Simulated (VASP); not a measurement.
# AlN (F-43m) in VASP: dielectric tensor with r2SCAN

Aim: the dielectric tensor of AlN with r2SCAN.

All numbers are computed with VASP 6.6.1; they aren't measurements. Logs are shortened: lines on timing, memory, paths and dates and some standing lists are left out, and cuts for length are marked.

## (1) Starting point

Symmetry: F-43m, No. 216, cubic system. The conventional cell has a = 4.377 Å, b = 4.377 Å, c = 4.377 Å, α = 90.00°, β = 90.00°, γ = 90.00°. Al (site symmetry -43m) is surrounded by 4 N at 1.90 Å. N (site symmetry -43m) has 4 Al at 1.90 Å as nearest neighbours.

Measurements of this composition are mostly on another form, of space group No. 186.

## (2) Dielectric tensor, r2SCAN

INCAR reads:

```
SYSTEM = AlN
PREC = Accurate ; ENCUT = 520
EDIFF = 1E-8 ; ISMEAR = 0
SIGMA = 0.02 ; LREAL = .False.
LASPH = .True. ; NELM = 100
ALGO = Normal ; ISIF = 2
LWAVE = .False. ; LCHARG = .False.
METAGGA = R2SCAN ; LMIXTAU = .True.
LCALCEPS = .True.
```

KPOINTS reads:

```
regular mesh
0
Gamma
  10 10 10
  0 0 0
```

POSCAR reads:

```
AlN
1.0
    0.0000000000      2.1882900000      2.1882900000
    2.1882900000      0.0000000000      2.1882900000
    2.1882900000      2.1882900000      0.0000000000
Al N
1 1
Direct
    0.0000000000      0.0000000000      0.0000000000
    0.2500000000      0.2500000000      0.2500000000
```

Potentials or basis: VASP PAW PBE potentials, release 64 (Al, N).

Launch:

```bash
> cat potpaw_PBE.64/Al/POTCAR potpaw_PBE.64/N/POTCAR > POTCAR
> mpirun -np 1 vasp_std > vasp.out
```

OUTCAR:

```text
SYSTEM = AlN
   PREC = Accurate
   ENCUT = 520
   EDIFF = 1E-8
   ISMEAR = 0
   LREAL = .False.
   LASPH = .True.
   NELM = 100
   ISIF = 2
   METAGGA = R2SCAN

 ion  position               nearest neighbor table
   1  0.000  0.000  0.000-   2 1.90   2 1.90   2 1.90   2 1.90
   2  0.250  0.250  0.250-   1 1.90   1 1.90   1 1.90   1 1.90

  LATTYP: Found a face centered cubic cell.
 ALAT       =     4.3765800000

  Lattice vectors:

 A1 = (   0.0000000000,   2.1882900000,   2.1882900000)
 A2 = (   2.1882900000,   0.0000000000,   2.1882900000)
 A3 = (   2.1882900000,   2.1882900000,   0.0000000000)

Analysis of symmetry for initial positions (statically):
=====================================================================
 Subroutine PRICEL returns:
 Original cell was already a primitive cell.

 Routine SETGRP: Setting up the symmetry group for a
 face centered cubic supercell.

 Subroutine GETGRP returns: Found 24 space group operations
 (whereof 24 operations were pure point group operations)
 out of a pool of 48 trial point group operations.

The static configuration has the point symmetry T_d .

Analysis of symmetry for dynamics (positions and initial velocities):
=====================================================================
 Subroutine PRICEL returns:
 Original cell was already a primitive cell.

 Routine SETGRP: Setting up the symmetry group for a
 face centered cubic supercell.

 Subroutine GETGRP returns: Found 24 space group operations
 (whereof 24 operations were pure point group operations)
 out of a pool of 48 trial point group operations.

The dynamic configuration has the point symmetry T_d .

 Subroutine INISYM returns: Found 24 space group operations
 (whereof 24 operations are pure point group operations),
 and found     1 'primitive' translations

----------------------------------------------------------------------------------------

                                     Primitive cell

  volume of cell :      20.9577

  direct lattice vectors                    reciprocal lattice vectors
     0.000000000  2.188290000  2.188290000    -0.228488911  0.228488911  0.228488911
     2.188290000  0.000000000  2.188290000     0.228488911 -0.228488911  0.228488911
     2.188290000  2.188290000  0.000000000     0.228488911  0.228488911 -0.228488911

  length of vectors
     3.094709396  3.094709396  3.094709396     0.395754404  0.395754404  0.395754404

  position of ions in fractional coordinates (direct lattice)
     0.000000000  0.000000000  0.000000000
     0.250000000  0.250000000  0.250000000

  ion indices of the primitive-cell ions
   primitive index   ion index
                 1           1
                 2           2

----------------------------------------------------------------------------------------

 KPOINTS: regular mesh

Automatic generation of k-mesh.
 Grid dimensions read from file:
 generate k-points for:   10   10   10

 Generating k-lattice:

  Cartesian coordinates                     Fractional coordinates (reciprocal lattice)
    -0.022848891  0.022848891  0.022848891     0.100000000  0.000000000  0.000000000
     0.022848891 -0.022848891  0.022848891     0.000000000  0.100000000  0.000000000
     0.022848891  0.022848891 -0.022848891     0.000000000  0.000000000  0.100000000

  Length of vectors
     0.039575440  0.039575440  0.039575440

  Shift w.r.t. Gamma in fractional coordinates (k-lattice)
     0.000000000  0.000000000  0.000000000

 Subroutine IBZKPT returns following result:
 ===========================================

 Found     47 irreducible k-points:

 Following reciprocal coordinates:
            Coordinates               Weight
  0.000000  0.000000  0.000000      1.000000
  0.100000  0.000000  0.000000      8.000000
  0.200000  0.000000  0.000000      8.000000
  0.300000  0.000000  0.000000      8.000000
  0.400000  0.000000  0.000000      8.000000
  0.500000  0.000000  0.000000      4.000000
[... 16 lines left out ...]
  0.300000  0.300000  0.000000      6.000000
  0.400000  0.300000  0.000000     24.000000
 [... further k-points ...]
   k-points           NKPTS =     47   k-points in BZ     NKDIM =     47   number of bands    NBANDS=      8
   number of dos      NEDOS =    301   number of ions     NIONS =      2
   total plane-waves  NPLWV =  13824
   dimension x,y,z NGX =    24 NGY =   24 NGZ =   24
   dimension x,y,z NGXF=    48 NGYF=   48 NGZF=   48
   ions per type =               1   1
   NGX,Y,Z   is equivalent  to a cutoff of  12.89, 12.89, 12.89 a.u.
   NGXF,Y,Z  is equivalent  to a cutoff of  25.79, 25.79, 25.79 a.u.
 SYSTEM =  AlN
   PREC   = accura    normal or accurate (medium, high low for compatibility)
   ISTART =      0    job   : 0-new  1-cont  2-samecut
   ICHARG =      2    charge: 1-file 2-atom 10-const
   ISPIN  =      1    spin polarized calculation?
   LNONCOLLINEAR =      F non collinear calculations
   LSORBIT =      F    spin-orbit coupling
   LASPH  =      T    aspherical Exc in radial PAW
   ENCUT  =  520.0 eV  38.22 Ry    6.18 a.u.   5.75  5.75  5.75*2*pi/ulx,y,z
   NELM   =    100;   NELMIN=  2; NELMDL= -5     # of ELM steps
   EDIFF  = 0.1E-07   stopping-criterion for ELM
   LREAL  =      F    real-space projection
   EDIFFG = 0.1E-06   stopping-criterion for IOM
   NSW    =      0    number of steps for IOM
   IBRION =     -1    ionic relax: 0-MD 1-quasi-New 2-CG
   NFREE  =      0    steps in history (QN), initial steepest desc. (CG)
   ISIF   =      2    stress and relaxation
   ISYM   =      2    0-nonsym 1-usesym 2-fastsym
   POTIM  = 0.5000    time-step for ionic-motion
   TEBEG  =    0.0;   TEEND  =   0.0 temperature during run
   PSTRESS=    0.0 pullay stress
   NELECT =       8.0000    total number of electrons
   NUPDOWN=      -1.0000    fix difference up-down
   EMIN   =  10.00;   EMAX   =-10.00  energy-range for DOS
   EFERMI =   0.00;   METHOD = LEGACY
   ISMEAR =     0;   SIGMA  =   0.02  broadening in eV -4-tet -1-fermi 0-gaus
   EFERMI_NEDOS =   21; number of points for ismear=-14 and -15
   IALGO  =     38    algorithm
   IMIX   =      4    mixing-type and parameters
     AMIX     =   0.40;   BMIX     =  1.00
     AMIX_MAG =   1.60;   BMIX_MAG =  1.00
  volume/ion in A,a.u.               =      10.48        70.71
  Fermi-wavevector in a.u.,A,eV,Ry     =   1.187563  2.244168 19.188373  1.410306
  Thomas-Fermi vector in A             =   2.323711
   LORBIT       =      0    0 simple, 1 ext, 2 COOP (PROOUT), +10 PAW based schemes
   METAGGA = R2SCAN    functional components
   LHFCALC =     F    Hartree Fock is set to
   AEXX    =    0.0000 exact exchange contribution
   IVDW    =     0    specifies the selected vdW correction
   LEPSILON=     F    determine dielectric tensor
   LRPA    =     F    only Hartree local field effects (RPA)
   LRPA       =     F
 non-spin polarized calculation
 Gauss-broadening in eV      SIGMA  =   0.02
  energy-cutoff  :      520.00
  volume of cell :       20.96
 maximum number of plane-waves:       588
   NGX = 11   NGY = 11   NGZ = 11

 number of electron       8.0000000 magnetization

 Free energy of the ion-electron system (eV)
  ---------------------------------------------------
  ext. energy  EPLUGINS =         0.00000000
  ---------------------------------------------------
  free energy    TOTEN  =       -19.17931463 eV

  energy without entropy =      -19.17931463  energy(sigma->0) =      -19.17931463

 E-fermi :   5.7398     XC(G=0): -11.3917

 val. band max:        5.6383566764   @ k =   0.0000   0.0000   0.0000
 cond. band min:   10000.0000000000   @ k =   0.0000   0.0000   0.0000
 fundamental gap:   9994.3616433236
 Fermi energy:         5.7398017395

 k-point     1 :       0.0000    0.0000    0.0000
  band No.  band energies     occupation
      1     -10.0693      2.00000
      2       5.6381      2.00000
      3       5.6383      2.00000
      4       5.6384      2.00000
      5   10000.0000      0.00000
      6   10000.0000      0.00000
      7   10000.0000      0.00000
      8   10000.0000      0.00000
[... 243 lines left out ...]
 k-point    24 :       0.4000    0.3000    0.0000
  band No.  band energies     occupation
      1      -8.0974      2.00000
      2       1.4589      2.00000
      3       3.9250      2.00000
      4       4.2162      2.00000
      5   10000.0000      0.00000
      6   10000.0000      0.00000
      7   10000.0000      0.00000
      8   10000.0000      0.00000

 [... further k-points ...]

------------------------ aborting loop because EDIFF is reached ----------------------------------------

            Ionic dipole moment: p[ion]=(     5.47072     5.47072     5.47072 ) |e| Angst

 Total electronic dipole moment: p[elc]=(     0.00011     0.00011     0.00388 ) |e| Angst

 MACROSCOPIC STATIC DIELECTRIC TENSOR (including local field effects)
 ------------------------------------------------------
           4.254256     0.000000     0.000000
          -0.000000     4.254256     0.000000
           0.000000     0.000000     4.254256
 ------------------------------------------------------

 PIEZOELECTRIC TENSOR (including local field effects) (e Angst)
          XX          YY          ZZ          XY          YZ          ZX
  --------------------------------------------------------------------------------
  x    -0.00000     0.00000     0.00000     0.00000    -0.78012     0.00000
  y    -0.00000     0.00000    -0.00000    -0.00000     0.00000    -0.78012
  z     0.00000     0.00000     0.00000    -0.78012    -0.00000    -0.00000

 PIEZOELECTRIC TENSOR (including local field effects) (C/m^2)
          XX          YY          ZZ          XY          YZ          ZX
  --------------------------------------------------------------------------------
  x    -0.00000     0.00000     0.00000     0.00000    -0.59639     0.00000
  y    -0.00000     0.00000    -0.00000    -0.00000     0.00000    -0.59639
  z     0.00000     0.00000     0.00000    -0.59639    -0.00000    -0.00000

 BORN EFFECTIVE CHARGES (including local field effects) (in |e|, cummulative output)
 ---------------------------------------------------------------------------------
 ion    1
    1     2.51915     0.00000     0.00000
    2    -0.00000     2.51915    -0.00000
    3    -0.00000    -0.00000     2.51915
 ion    2
    1    -2.51915    -0.00000     0.00000
    2     0.00000    -2.51915    -0.00000
    3     0.00000    -0.00000    -2.51915

  FORCE on cell =-STRESS in cart. coord.  units (eV):
  Direction    XX          YY          ZZ          XY          YZ          ZX
  --------------------------------------------------------------------------------------
  -------------------------------------------------------------------------------------
  Total       -0.1783933     -0.1783933     -0.1783933     -0.0000000     -0.0000000     -0.0000000
  in kB      -13.6378051    -13.6378051    -13.6378051     -0.0000000     -0.0000000     -0.0000000
  external PRESSURE =     -13.6378051 kB  Pullay stress =       0.0000000 kB

 VOLUME and BASIS-vectors are now :
 -----------------------------------------------------------------------------
  energy-cutoff  :      520.00
  volume of cell :       20.96
      direct lattice vectors                 reciprocal lattice vectors
     0.000000000  2.188290000  2.188290000    -0.228488911  0.228488911  0.228488911
     2.188290000  0.000000000  2.188290000     0.228488911 -0.228488911  0.228488911
     2.188290000  2.188290000  0.000000000     0.228488911  0.228488911 -0.228488911

 POSITION                                       TOTAL-FORCE (eV/Angst)
 -----------------------------------------------------------------------------------
      0.00000      0.00000      0.00000         0.000000      0.000000      0.000000
      1.09414      1.09414      1.09414        -0.000000     -0.000000     -0.000000
 -----------------------------------------------------------------------------------
    total drift:                               -0.000000     -0.000000     -0.000000

  FREE ENERGIE OF THE ION-ELECTRON SYSTEM (eV)
  ---------------------------------------------------
  free  energy   TOTEN  =       -19.1793146305 eV

  energy  without entropy=      -19.1793146305  energy(sigma->0) =      -19.17931463
```

Run time: 10 min. Hardware: 1 thread of Intel Xeon 6975P-C (Granite Rapids), shared host; peak memory 0.35 GiB.

What came out:

```yaml
Band_gap_on_the_k_mesh: 3.93 eV, indirect (least direct gap 4.84 eV)
Electronic_dielectric_tensor_diagonal: 4.25
Born_charges_mean_of_the_diagonal: Al +2.52; N -2.52 e
```

Electronic dielectric tensor:
```
4.25 0.00 0.00
0.00 4.25 0.00
0.00 0.00 4.25
```

Born effective charge tensors (e):
atom 1, Al
```
2.52 0.00 0.00
0.00 2.52 0.00
0.00 0.00 2.52
```
atom 2, N
```
-2.52  0.00  0.00
 0.00 -2.52  0.00
 0.00  0.00 -2.52
```

Dipole moments of the cell (e·Å, modulo the quantum): ionic 5.471, 5.471, 5.471; electronic 0.000, 0.000, 0.004

Caveat: the PAW data sets were made with another functional, which shifts forces and pressure a little. r2SCAN opens gaps a little over a GGA but as a rule still falls short of measured ones.
